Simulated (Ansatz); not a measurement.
## Ir under changes of volume

One of the cells (14.059 Å³/atom); the others are scaled copies at fixed shape and fractional positions:

```xyz
1
Lattice="0.0000 1.9156 1.9156 1.9156 0.0000 1.9156 1.9156 1.9156 0.0000" Properties=species:S:1:pos:R:3 pbc="T T T"
Ir    0.0000    0.0000    0.0000
```

```yaml
Program: Ansatz 0.2.0
Functional: PBEsol
Potentials_or_basis: all-electron LAPW, scalar-relativistic
Cutoff: 284 eV (chosen from the basis error)
Basis_error_allowed: 0.001 eV/atom
k_mesh: 12 × 12 × 12
Occupations: fermi-dirac, width 0.05 eV
Spin: no spin polarisation
```

```csv
volume (Å³/atom),energy over the lowest point (meV/atom),pressure (GPa)
13.215,?,?
13.496,26.54,16.6
13.778,5.66,7.4
14.059,0.00,-0.7
14.340,7.83,-8.0
14.621,27.62,-14.4
14.902,57.98,-20.0
```

Question: What does the run at 13.215 Å³/atom give?

Answer: Energy over the lowest point 64.59 meV/atom; pressure 27.0 GPa.

Worked out: A Birch-Murnaghan fit of order 3 (a polynomial in V^(-2/3)) to the other rows has its minimum at 14.03 Å³/atom with B0 = V·E''(V) = 387 GPa and B' = 4.9. It gives 64.49 meV/atom at 13.215 Å³/atom, against the run's 64.59, and -dE/dV = 26.9 GPa, against 27.0.

Energies are extrapolated to zero smearing.
